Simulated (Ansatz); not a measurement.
Two-dimensional strain map in BaTe

Method: DFT LDA, scalar-relativistic, plane waves, PAW (Ansatz 0.2.0). Settings: plane waves to 420 eV, k-mesh 6×6×6 (Γ-centred), Gaussian smearing 0.05 eV. No spin polarisation. Energies are free energies at this smearing, counted from the undisturbed cell; pressure is positive in compression.

The starting cell (as given, not relaxed at this level; it stands at -3.3 GPa; this CsCl-type form isn't the usual structure):

```
CELL_PARAMETERS angstrom
4.26247 0.00000 0.00000
0.00000 4.26247 0.00000
0.00000 0.00000 4.26247
ATOMIC_POSITIONS crystal
Ba 0.00000 0.00000 0.00000
Te 0.50000 0.50000 0.50000
```

The cell is strained by p along both x and y and by q along z, fractional coordinates fixed. Points are written (p, q).

Energy above the undisturbed cell in meV/atom (a dash: not computed):

```
 p \ q  -0.050  -0.025  0.000  0.025  0.050
-0.050   -32.6   -37.4  -28.7   -8.0   23.8
-0.025   -39.7       ?  -27.9   -4.3   29.7
 0.000       ?       ?    0.0   25.3   60.2
 0.025    31.9    35.5   50.9   76.6  111.7
 0.050   101.9       ?  121.1  146.5  180.8
```

(1) Fill in the withheld energies.

## Answers

(1) (-0.025, -0.025): -40.2; (0.000, -0.050): -16.7; (0.000, -0.025): -14.4; (0.050, -0.025): 105.8.